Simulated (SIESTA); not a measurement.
# CdO (Monteponite): equation of state with PBE

CdO (Monteponite):

```
Cd O
1.0
     0.00000    2.34950    2.34950
     2.34950    0.00000    2.34950
     2.34950    2.34950    0.00000
Cd O
1 1
Direct
  0.00000 0.00000 0.00000
  0.50000 0.50000 0.50000
```

| Item | Value |
| --- | --- |
| Program | SIESTA 5.4.2 |
| Task | equation of state |
| Functional | PBE |
| Potentials or basis | PseudoDojo 0.4 standard (PBE files) |
| Basis | SZP (energy shift 0.002 Ry) |
| Grid cutoff | 800 Ry |
| Energy shift | 0.002 Ry |
| k mesh | 10 × 10 × 10 |
| Occupations | fermi-dirac, width 0.05 eV |
| Spin | no spin polarisation |

| Quantity | Value |
| --- | --- |
| Equilibrium volume | 14.08 Å³/atom (rough: see the caveat) |
| Bulk modulus | 130 GPa (rough) |

Energy against volume, from the lowest point:
```csv
volume (Å³/atom),energy (meV/atom)
12.191,129.12
12.451,91.64
12.710,61.33
12.970,37.67
13.229,19.96
13.488,7.49
13.748,0.00
```

All runs of the series together: 2.6 min on 1 thread of Arm Neoverse V1, with other jobs on the host.

Caveat: the minimum lies outside the volumes run; the basis of atomic orbitals isn't converged, which shifts pressures, moduli and gaps.
